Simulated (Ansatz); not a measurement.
# Te

```yaml
crystal:
  lattice:
    - [4.60135, 0.00000, 0.00000]
    - [-2.30068, 3.98489, 0.00000]
    - [0.00000, 0.00000, 5.90006]
  atoms:
    - { symbol: Te, position: [0.25670, 0.00000, 0.33333] }
    - { symbol: Te, position: [0.00000, 0.25670, 0.66667] }
    - { symbol: Te, position: [0.74330, 0.74330, 0.00000] }
```

Atoms are numbered in the order listed.

The cell is the one relaxed in the Materials Project (mp-19), not relaxed further here; entries there can be hypothetical.

No spin–orbit coupling, which matters for the heavy atoms here.

All numbers below come from DFT, PBE, all-electron LAPW, scalar-relativistic (Ansatz 0.2.0).

Numerical set-up: a Γ-centred 9×9×6 k mesh, Fermi–Dirac smearing of 0.05 eV, basis error target 1 meV/atom, no spin polarisation.

```yaml
Pressure_at_this_cell: 0.55 GPa
Band_gap: 0.35 eV, indirect from the line L (0.5, 0, 0.5)–H (0.333, 0.333, 0.5) to H (0.333, 0.333, 0.5) (the direct gap is only 0.03 eV larger) (so small a gap may close at points that the mesh and path miss)
Stress_xx_yy_zz_compression_positive: 0.40, 0.40, 0.85 GPa
Largest_force: 0.202 eV/Å on Te1
Smallest_direct_gap_on_the_path: 0.38 eV
Volume_per_atom: 243.4 bohr³
```
